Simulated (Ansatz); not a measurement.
A computed series for InN: response to strain

The parent structure is InN in the zinc blende structure (space group F-43m, No. 216; a = 4.999 Å). Axes: x, y, z lie along the cube axes.

Strains are applied to the cell and any free atomic positions relax; under biaxial strain the out-of-plane vector relaxes too.

The values are results of Ansatz (a quantum-chemistry and plane-wave program), r2SCAN, PAW, cutoff 500 eV, spin-orbit coupling left out, not measurements.

Candidates:
(a) isotropic strain +4.40 %
(b) biaxial strain −3.74 %, plane normal [110], relaxed out of plane
(c) tensor shear ε_xz = +2.90 %

Notes on the quantities. energy relative to the base: free energy F.

Question: Order them by energy relative to the base, highest first.

Answer: (a) isotropic strain +4.40 % (+102 meV/atom), (b) biaxial strain −3.74 %, plane normal [110], relaxed out of plane (+34 meV/atom), (c) tensor shear ε_xz = +2.90 % (+14 meV/atom)

A case with no gap was solved on a k-mesh chosen for an insulator, which is coarse for it. Stability against distortions was not tested. All final runs are without spin polarisation. This is not the structure that InN has at room temperature and ambient pressure.
